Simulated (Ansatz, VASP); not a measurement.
# One calculation of Si, two programs

Contents of INCAR:

```
SYSTEM = Si
  PREC = Accurate
  ENCUT = 520
  EDIFF = 1E-8
  ISMEAR = -1
  SIGMA = 0.01
  LREAL = .FALSE.
  LASPH = .TRUE.
  NELM = 80
  ALGO = Normal
  ISIF = 2
  LWAVE = .FALSE.
  LCHARG = .FALSE.
  GGA = PE
  LEFG = .TRUE.
  NBANDS = 11
```

File KPOINTS:

```
regular mesh
0
G
  9 9 9
  0 0 0
```

File POSCAR:

```
Si
1.0
    0.0000000000      2.7218511865      2.7218511865
    2.7218511865      0.0000000000      2.7218511865
    2.7218511865      2.7218511865      0.0000000000
Si
2
Direct
    0.7500000000      0.7500000000      0.7500000000
    0.5000000000      0.5000000000      0.5000000000
```

Input for Ansatz:

```yaml
crystal:
  lattice:
    - [0.0, 2.7218511865, 2.7218511865]
    - [2.7218511865, 0.0, 2.7218511865]
    - [2.7218511865, 2.7218511865, 0.0]
  atoms:
    - { symbol: Si, position: [0.75, 0.75, 0.75] }
    - { symbol: Si, position: [0.5, 0.5, 0.5] }
kpoints:
  mp_grid: { grid: [9, 9, 9] }
scf:
  occupations: { method: fermi_dirac, width: 0.01 }
hamiltonian:
  xc: pbe
  pseudopotentials: { kind: paw }
output:
  forces: true
  stress: true
  populations: true
  efg: { contact_densities: true }
```

Alike in both runs: task electric field gradients; functional PBE; k mesh 9 × 9 × 9; occupations fermi-dirac, width 0.01 eV; no spin polarisation.

```csv
,VASP,Ansatz
version,VASP 6.6.1,Ansatz 0.2.0
potentials or method,"VASP PAW PBE potentials, release 64 (Si)","plane-wave PAW, scalar-relativistic"
plane-wave cutoff (eV),520,420
valence electrons in the cell,8,8
```

```tsv
	VASP	Ansatz	Ansatz less VASP
gap on the k mesh at the Fermi level (eV)	0.60	0.60	-0.002
pressure (GPa)	1.3	1.3	+0.08
Vzz of the field gradient on the site that differs most (V/Å²)	0.0	0.0	0.00
```

Caveats: an odd mesh through Γ misses points on the zone boundary, where band edges often lie. Expect the measured gap to be larger: semilocal functionals such as PBE lack the derivative discontinuity.
